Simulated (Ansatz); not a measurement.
CaF2 (fluorite), scan of one atom of the cell

CaF$_{2}$ (fluorite)

```xyz
3
Lattice="0.0000 2.7196 2.7196 2.7196 0.0000 2.7196 2.7196 2.7196 0.0000" Properties=species:S:1:pos:R:3 pbc="T T T"
Ca     0.0000     0.0000     0.0000
F      1.3598     1.3598     1.3598
F      4.0794     4.0794     4.0794
```

In this cell atom 3 (F, nearest neighbour Ca at 2.355 Å; its periodic images, 3.8 Å or more away, move with it) is moved by s along Cartesian [110], unit vector (0.707, 0.707, 0.000); all other atoms and the cell stay fixed.

All values below come from r2SCAN (plane waves to 500 eV, PAW, scalar-relativistic; Ansatz, an electronic-structure program). k mesh 9×9×9 (Γ-centred), Fermi-Dirac smearing 0.05 eV. The energy includes the smearing's −TS. Compression counts positive. F∥ is the force on the atom along that direction. F⊥ is the part of the force across the line. CaF2 was relaxed with its symmetry unable to fall. ΔE is measured from the undisplaced structure.

```
s (Å)   ΔE (meV/cell)  F∥ (eV/Å)  P (GPa)  |F⊥| (eV/Å)
------  -------------  ---------  -------  -----------
-0.470            632      3.022     7.10        1.524
-0.376            386      2.229     4.42        0.917
-0.282            209      1.558     2.43        0.490
-0.188             90      0.983     1.06        0.210
-0.094             22      0.475     0.26        0.051
0.000               0      0.000     0.00        0.000
0.094              22     -0.475     0.26        0.051
0.188              90     -0.983     1.06        0.210
0.282             209     -1.558     2.43        0.490
0.376             386     -2.229     4.42        0.917
0.470             632     -3.022     7.10        1.524
```

Summary:

The energy at s = 0.470 Å is 632 meV/cell. The force along the line at s = -0.470 Å is 3.02 eV/Å. The force constant k = d²E/ds² at s = 0 (finite differences) is 4.99 eV/Å². Symmetry of the curve: even: the same for both signs. Shape of the curve: a single well with its minimum at or next to zero displacement. Harmonic estimate at the end of the scan: ½ks² = 551 meV/cell against the computed 632 meV/cell, so the well is stiffer than harmonic there.

The 11 points together took around 4 core-minutes (rough).

(For displaced atoms, the force is minus the slope of the energy, and its curvature is a force constant, which sets phonon frequencies.)
